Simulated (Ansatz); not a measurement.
Ti:

```xyz
2
Lattice="2.9500 0.0000 0.0000 -1.4750 2.5548 0.0000 0.0000 0.0000 4.6800" Properties=species:S:1:pos:R:3 pbc="T T T"
Ti    1.4750    0.8516    3.5100
Ti    0.0000    1.7032    1.1700
```

| Quantity | Value |
| --- | --- |
| Program | Ansatz 0.2.0 |
| Task | relaxation of cell and atoms |
| Functional | LDA |
| Potentials or basis | all-electron LAPW, scalar-relativistic |
| Basis error allowed | 0.001 eV/atom |
| k mesh | 10 × 10 × 6 |
| Occupations | fermi-dirac, width 0.05 eV |
| Spin | no spin polarisation |

At the start: volume 17.64 Å³/atom.

**Question.** Where does the relaxation end?

**Answer.** Over 7 steps the energy falls by 50.5 meV/atom and the volume is 16.10 Å³/atom (-8.7 %); space group P6_3/mmc (No. 194, to 0.05 Å).

Step by step:
| step | energy change (eV) | largest force (eV/Å) | volume (Å³) |
| --- | --- | --- | --- |
| 1 | 0.0000 | 0.0000 | 35.27 |
| 2 | -0.0577 | 0.0000 | 30.39 |
| 3 | -0.1004 | 0.0000 | 32.41 |
| 4 | -0.1010 | 0.0000 | 32.21 |
| 5 | -0.1011 | 0.0000 | 32.19 |
| 6 | -0.1011 | 0.0000 | 32.20 |
| 7 | -0.1011 | 0.0000 | 32.20 |

Final structure:
```cif
data_structure
_symmetry_space_group_name_H-M 'P 1'
_symmetry_Int_Tables_number 1
_cell_length_a 2.8675
_cell_length_b 2.8675
_cell_length_c 4.5214
_cell_angle_alpha 90.000
_cell_angle_beta 90.000
_cell_angle_gamma 120.000
_cell_volume 32.20
loop_
_atom_site_label
_atom_site_type_symbol
_atom_site_fract_x
_atom_site_fract_y
_atom_site_fract_z
_atom_site_occupancy
Ti1 Ti 0.66667 0.33333 0.75000 1
Ti2 Ti 0.33333 0.66667 0.25000 1
```
